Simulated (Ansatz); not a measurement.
BP (zincblende) (r2SCAN geometry), in Ansatz:

```cif
data_structure
_symmetry_space_group_name_H-M 'P 1'
_symmetry_Int_Tables_number 1
_cell_length_a 3.2079
_cell_length_b 3.2079
_cell_length_c 3.2079
_cell_angle_alpha 60.000
_cell_angle_beta 60.000
_cell_angle_gamma 60.000
_cell_volume 23.34
loop_
_atom_site_label
_atom_site_type_symbol
_atom_site_fract_x
_atom_site_fract_y
_atom_site_fract_z
_atom_site_occupancy
B1 B 0.00000 0.00000 0.00000 1
P1 P 0.25000 0.25000 0.25000 1
```

G0W0@PBE with 128 empty bands, a screening cutoff of 180 eV and a 6×6×6 mesh (PAW, contour deformation) gives 2.014 eV over the mesh points, from a PBE gap of 1.331 eV; it sums over 132 bands with 137 plane waves in the screening and a wave cutoff of 420 eV. G0W0 values are finite-basis, finite-mesh values. Calculated for a static, non-magnetic cell.

(1) Estimate the gap with starting point HSE06.

(2) Another run gave a Kohn-Sham gap of 1.337 eV and a G0W0 gap of 2.009 eV, summing over 132 bands with 137 plane waves in the screening and a wave cutoff of 1116 eV. What was changed?

(3) Another run gave a Kohn-Sham gap of 1.331 eV and a G0W0 gap of 1.896 eV, summing over 57 bands with 59 plane waves in the screening and a wave cutoff of 420 eV. What was changed?

(4) Estimate the gap with starting point PBE0.

Results:

(1) 2.318 eV (+0.304 eV), from a Kohn-Sham gap of 2.063 eV.

(2) Potentials of the kind norm-conserving, with them a wave cutoff of 1116 eV. The wave cutoff gives it away.

(3) Empty bands 53, screening cutoff 100 eV. The counts of bands and plane waves show that both rose or fell; the cutoff follows only within a few eV.

(4) 2.467 eV (+0.453 eV), from a Kohn-Sham gap of 2.765 eV.
